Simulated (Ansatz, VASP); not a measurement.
# Sc in VASP and in Ansatz

INCAR

```
SYSTEM = Sc
PREC = Accurate
ENCUT = 520
EDIFF = 1E-6
ISMEAR = -1
SIGMA = 0.05
LREAL = .False.
LASPH = .True.
NELM = 80
ALGO = Normal
ISIF = 2
LWAVE = .False.
LCHARG = .False.
NBANDS = 12
```

KPOINTS

```
Automatic mesh
0
Gamma
  15 15 15
  0 0 0
```

File POSCAR:

```
Sc
1.0
    2.3312266884      0.0000000000      0.0000000000
    0.0000000000      2.3312266884      0.0000000000
    0.0000000000      0.0000000000      2.3312266884
Sc
1
Direct
    0.0000000000      0.0000000000      0.0000000000
```

Input for Ansatz:

```yaml
crystal:
  lattice:
    - [2.3312266884, 0.0, 0.0]
    - [0.0, 2.3312266884, 0.0]
    - [0.0, 0.0, 2.3312266884]
  atoms:
    - { symbol: Sc, position: [0.0, 0.0, 0.0] }
kpoints:
  mp_grid: { grid: [15, 15, 15] }
scf:
  occupations: { method: fermi_dirac, width: 0.05 }
hamiltonian:
  xc: lda
  pseudopotentials: { kind: paw }
output:
  forces: true
  stress: true
  eigenvalues: true
  populations: true
  write_density: true
  write_potential: true
  elf: true
  volumetric_format: npy
```

Change from the starting cell: volume scaled by 0.55, PAW files.

Alike in both runs: task single point; functional LDA; k mesh 15 × 15 × 15; occupations fermi-dirac, width 0.05 eV; no spin polarisation.

|  | VASP | Ansatz |
| --- | --- | --- |
| version | VASP 6.6.1 | Ansatz 0.2.0 |
| potentials or method | VASP PAW LDA potentials, release 64 (Sc_sv) | PAW with Ansatz's default frozen-core files, scalar-relativistic |
| plane-wave cutoff (eV) | 520 | 420 |
| valence electrons in the cell | 11 | 11 |

|  | VASP | Ansatz | Ansatz less VASP |
| --- | --- | --- | --- |
| pressure (GPa) | 67.6 | 65.1 | -2.43 |

Caveats: the cell as given lies far from equilibrium; so large a pressure means that the cell lies far from this level's equilibrium, or that cutoff or potentials fall short (VASP).
